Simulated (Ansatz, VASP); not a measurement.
## NaCl: VASP beside Ansatz

```
CELL_PARAMETERS angstrom
0.00000 2.67386 2.67386
2.67386 0.00000 2.67386
2.67386 2.67386 0.00000
ATOMIC_POSITIONS crystal
Na 0.00000 0.00000 0.00000
Cl 0.50000 0.50000 0.50000
```

Alike in both runs: functional PBEsol; k mesh 8 × 8 × 8; no spin polarisation.

Ansatz relaxed the structure, and its values are those at the end. VASP's run is a single point on that final structure, the one shown.

|  | VASP | Ansatz |
| --- | --- | --- |
| version | VASP 6.6.1 | Ansatz 0.2.0 |
| potentials or method | VASP PAW PBE potentials, release 64 (Na_pv, Cl) | scalar-relativistic, plane waves, PAW |
| plane-wave cutoff (eV) | 520 | 420 |
| occupations | gaussian, width 0.01 eV | fixed |
| valence electrons in the cell | 14 | 16 |

|  | VASP | Ansatz | Ansatz less VASP |
| --- | --- | --- | --- |
| gap on the k mesh at the Fermi level (eV) | 5.59 | 5.60 | +0.005 |
| least direct gap on the mesh (eV) | 5.59 | 5.60 | +0.005 |
| pressure (GPa) | 5.1 | 5.0 | -0.08 |

The two sets of potentials don't hold the same shells in valence.

Caveats: the PAW data sets were made with another functional, which shifts forces and pressure a little (VASP). Expect the measured gap to be larger: semilocal functionals such as PBEsol lack the derivative discontinuity.
